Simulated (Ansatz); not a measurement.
# CdI2: equation of state

An exercise on one series of results from a longer session: the logs are not shown, and one member is left open.

Computed with Ansatz 0.2.0 (DFT PBEsol, scalar-relativistic, unless a step's input says otherwise).

**The structure to begin with**

The structure is trigonal, space group P-3m1 (No. 164). The conventional cell has a = 4.244 Å, b = 4.244 Å, c = 6.859 Å, α = 90.00°, β = 90.00°, γ = 120.00°. Cd (site symmetry -3m) is surrounded by 6 I at 2.99 Å. I (site symmetry 3m) is surrounded by 3 Cd at 2.99 Å.

Coordinates:

```xyz
3
Lattice="4.2440 0.0000 0.0000 -2.1220 3.6754 0.0000 0.0000 0.0000 6.8590" Properties=species:S:1:pos:R:3 pbc="T T T"
Cd    0.0000    0.0000    0.0000
I     0.0000    2.4503    1.7093
I     2.1220    1.2251    5.1497
```

Atoms are numbered in the order of the input: Cd1, I2, I3.

The first run:

Input file input.yaml:

```yaml
crystal:
  lattice:
    - [4.1573626761, 0.0, 0.0]
    - [-2.078681338, 3.6003816902, 0.0]
    - [0.0, 0.0, 6.7189811197]
  atoms:
    - { symbol: Cd, position: [0.0, 0.0, 0.0] }
    - { symbol: I, position: [0.3333333333, 0.6666666667, 0.2492] }
    - { symbol: I, position: [0.6666666667, 0.3333333333, 0.7508] }
kpoints:
  mp_grid: { grid: [8, 8, 5] }
  band_path:
    path:
      - [0.0, 0.0, 0.0]
      - [0.5, 0.0, 0.0]
      - [0.3333333333, 0.3333333333, 0.0]
      - [0.0, 0.0, 0.0]
      - [0.0, 0.0, 0.5]
      - [0.5, 0.0, 0.5]
      - [0.3333333333, 0.3333333333, 0.5]
      - [0.0, 0.0, 0.5]
      - [0.5, 0.0, 0.5]
    npoints: 5
scf:
  occupations: { method: fermi_dirac, width: 0.03 }
hamiltonian:
  xc: pbesol
  pseudopotentials: { kind: all_electron, lapw: { basis_error: 0.0005 } }
output:
  forces: true
  stress: true
  eigenvalues: true
```

Launch:

```
ansatz run input.yaml --threads 1 --pin off --max-ram 4096MiB --backend cpu --events-out ev --progress --plain --runs-dir out
```

Among the steps run: Volume × 0.94, LAPW; Volume × 0.94, PAW; Volume × 0.94, crystal datasets; Volume × 0.98, LAPW; Volume × 0.98, PAW; Volume × 0.98, crystal datasets; Volume × 1.01, LAPW; Volume × 1.01, PAW; Volume × 1.01, crystal datasets; Volume × 1.04, LAPW; Volume × 1.04, PAW; Volume × 1.04, crystal datasets.

One table of the session follows, with a row left open; its other results are not shown here.

```
          method  volume (Å³/atom)  gap on the k mesh (eV)  largest force (eV/Å)
            LAPW            33.523                    2.34                 0.277
            LAPW            34.950                    2.31                 0.019
            LAPW            36.020                    2.29                 0.147
            LAPW            37.090                    2.24                 0.293
             PAW            33.523                    2.34                 0.276
             PAW            34.950                    2.31                 0.018
             PAW            36.020                    2.29                 0.148
             PAW            37.090                       ?                     ?
crystal datasets            33.523                    2.34                 0.277
crystal datasets            34.950                    2.31                 0.019
crystal datasets            36.020                    2.29                 0.147
crystal datasets            37.090                    2.24                 0.293
```

Estimate the missing values for PAW, 37.090.

The run gave: gap on the k mesh (eV): 2.24; largest force (eV/Å): 0.294.

Caveats from the session: Warnings in the runs' records: gradients without spin orbit, crystal datasets made.
